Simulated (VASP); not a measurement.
# Rb₁₂H: harmonic vibrations of an adsorbate, by atoms left free

Rb₁₂H, slab, 13 atoms in the cell. PBE, harmonic vibrations; PAW potentials Rb_sv, H (PBE set).

| Atoms left free | Zero-point energy (eV) | Vibrational entropy at 298 K (meV/K) | Displaced cells | Ionic steps, all stages | Electronic steps, all stages | Time (s) |
|---|---|---|---|---|---|---|
| the adsorbate | 0.095 | 0.092 | 6 | 24 | 340 | 469 |
| the adsorbate and the three nearest surface atoms | 0.112 | 2.434 | 24 | 42 | 525 | 863 |

Limits: the slab is thin and the surface cell small, so the value carries both errors; the zero-point energy and the entropy count all atoms left free, so they grow with their number.

## Input of the first row

INCAR.step1:
```
  PREC = Accurate
  ENCUT = 250
  EDIFF = 1E-7
  ISMEAR = 1
  SIGMA = 0.1
  LREAL = F
  LASPH = T
  NELM = 100
  ALGO = Normal
  LWAVE = F
  LCHARG = F
  KPAR = 2
  IBRION = 2
  NSW = 100
  ISIF = 2
  EDIFFG = -0.01
  POTIM = 0.5
```

INCAR.step2, as INCAR.step1 but for:
```
- IBRION = 2
- NSW = 100
- ISIF = 2
- EDIFFG = -0.01
- POTIM = 0.5
+ IBRION = 5
+ NFREE = 2
+ POTIM = 0.015
+ NSW = 1
```

KPOINTS:
```
k-points
0
Gamma
  2 2 1
```

POSCAR.step1:
```
Rb12H
1.0
   10.1764139520      0.0000000000      0.0000000000
    5.0882069760      8.8130330018      0.0000000000
    0.0000000000      0.0000000000     23.6120579800
Rb H
12 1
Selective dynamics
Direct
    0.0000000000      0.0000000000      0.2541074567  F F F
    0.5000000000      0.0000000000      0.2541074567  F F F
    0.0000000000      0.5000000000      0.2541074567  F F F
    0.5000000000      0.5000000000      0.2541074567  F F F
   -0.1666666667      0.3333333333      0.4328732802  T T T
    0.3333333333      0.3333333333      0.4328732802  T T T
   -0.1666666667      0.8333333333      0.4328732802  T T T
    0.3333333333      0.8333333333      0.4328732802  T T T
    0.0000000000      0.0000000000      0.6116391037  T T T
    0.5000000000      0.0000000000      0.6116391037  T T T
    0.0000000000      0.5000000000      0.6116391037  T T T
    0.5000000000      0.5000000000      0.6116391037  T T T
    0.1666666667      0.1666666667      0.6328147251  T T T
```

POSCAR.step2:
```
Rb12H
1.0
   10.1764139520      0.0000000000      0.0000000000
    5.0882069760      8.8130330018      0.0000000000
    0.0000000000      0.0000000000     23.6120579800
Rb H
12 1
Selective dynamics
Direct
    0.0000000000      0.0000000000      0.2541074567  F F F
    0.5000000000      0.0000000000      0.2541074567  F F F
    0.0000000000      0.5000000000      0.2541074567  F F F
    0.5000000000      0.5000000000      0.2541074567  F F F
    0.8375921343      0.3312039328      0.4231150879  F F F
    0.3312039328      0.3312039328      0.4231150879  F F F
    0.8333333333      0.8333333333      0.4362968075  F F F
    0.3312039328      0.8375921343      0.4231150879  F F F
    0.0169966803      0.0169966803      0.6054789116  F F F
    0.4660066394      0.0169966803      0.6054789116  F F F
    0.0169966803      0.4660066394      0.6054789116  F F F
    0.5000000000      0.5000000000      0.5893786733  F F F
    0.1666666667      0.1666666667      0.6339397954  T T T
```

Commands (each step's output is kept before the next begins):
```
cat potpaw_PBE.64/Rb_sv/POTCAR potpaw_PBE.64/H/POTCAR > POTCAR
cp INCAR.step1 INCAR
cp POSCAR.step1 POSCAR
mpirun -np 8 vasp_std > vasp.out
# POSCAR: the relaxed cell, only the named atoms free
cp INCAR.step2 INCAR
cp POSCAR.step2 POSCAR
mpirun -np 8 vasp_std > vasp.out
```

VASP 6.6.1 took 469 s on 8 cores (AMD EPYC 9R14 (Zen 4)), a shared host.
